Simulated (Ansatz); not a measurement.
ZrSi$_{3}$O$_{8}$: course of a relaxation

Method: DFT PBE, scalar-relativistic, plane waves, PAW (Ansatz 0.2.0). Settings: 420 eV cutoff, 6×6×4 k-mesh, Gaussian smearing of 0.02 eV, no spin polarisation.

What was changed: 3 of 4 Zr sites taken by Si, cell and atoms relaxed.

Command:

```bash
ansatz run input.yaml --threads 2 --pin off --max-ram 5120MiB --backend cpu --events-out ev --progress --plain --runs-dir out
```

Input:

```yaml
crystal:
  lattice:
    - [3.0327866224, -3.0327866224, 0.0]
    - [3.0327866224, 3.0327866224, 0.0]
    - [0.0, 0.0, 8.4855427347]
  atoms:
    - { symbol: Si, position: [0.5, 0.5, 0.0] }
    - { symbol: Zr, position: [0.0, 0.0, 0.0] }
    - { symbol: Si, position: [0.0, 0.5, 0.5] }
    - { symbol: Si, position: [0.5, 0.0, 0.5] }
    - { symbol: O, position: [0.25, 0.75, 0.3844956224] }
    - { symbol: O, position: [0.75, 0.25, 0.3844956224] }
    - { symbol: O, position: [0.25, 0.75, 0.8844956224] }
    - { symbol: O, position: [0.75, 0.25, 0.8844956224] }
    - { symbol: O, position: [0.25, 0.25, 0.6155043776] }
    - { symbol: O, position: [0.75, 0.75, 0.6155043776] }
    - { symbol: O, position: [0.25, 0.25, 0.1155043776] }
    - { symbol: O, position: [0.75, 0.75, 0.1155043776] }
basis:
  ecutwfc: 420
kpoints:
  mp_grid: { grid: [6, 6, 4] }
hamiltonian:
  xc: pbe
scf:
  occupations: { method: gaussian, width: 0.02 }
output:
  forces: true
  stress: true
  eigenvalues: true
relax:
  adjacent_minimum: "off"
  f_tol: 0.015
  max_steps: 60
  cell: { stress_tol: 0.15 }
```

F is the free energy. Steps run on the plane waves of an earlier cell, but the last one, and at times one on the way, on a freshly chosen basis, so a repeated geometry can differ a little in energy.

Steps:

```csv
step,F − F(1) (eV),largest force component (eV/Å),V (Å³/atom),P (GPa)
1,0.0000,8.301,13.008,-4.50
2,-3.7256,2.508,13.662,-11.42
3,-4.4904,1.691,12.767,8.87
4,-4.7782,0.030,12.470,2.12
5,-4.7801,0.089,13.063,-0.57
6,-4.7833,0.049,13.023,-0.35
7,-4.7846,0.002,13.006,-0.01
8,-4.7862,0.002,13.006,0.00
```

Relaxed structure:

```
CELL_PARAMETERS angstrom
3.00968 -3.00968 0.00000
3.00968 3.00968 0.00000
0.00000 0.00000 8.61488
ATOMIC_POSITIONS crystal
Si 0.50000 0.50000 0.00000
Zr 0.00000 0.00000 0.00000
Si 0.00000 0.50000 0.50000
Si 0.50000 0.00000 0.50000
O 0.24938 0.75062 0.41160
O 0.75062 0.24938 0.41160
O 0.28243 0.71757 0.88660
O 0.71757 0.28243 0.88660
O 0.24938 0.24938 0.58840
O 0.75062 0.75062 0.58840
O 0.28243 0.28243 0.11340
O 0.71757 0.71757 0.11340
```

The structure is tetragonal, space group P-42m (No. 111). Conventional cell: a = 4.256 Å, b = 4.256 Å, c = 8.615 Å, α = 90.00°, β = 90.00°, γ = 90.00°. Around Si (site symmetry -42m) lie 4 O at 1.63 Å. Around Zr (site symmetry -42m) lie 4 O at 1.96 Å. Around Si (site symmetry 222) lie 4 O at 1.69 Å. O (site symmetry m) is surrounded by 2 Si at 1.69 Å. O (site symmetry m) is surrounded by 1 Si at 1.63 Å.

The run converged. The run took 86 s on 2 threads of Intel(R) Xeon(R) Platinum 8375C CPU @ 2.90GHz (Ice Lake), on a shared host, peak memory 0.56 GiB.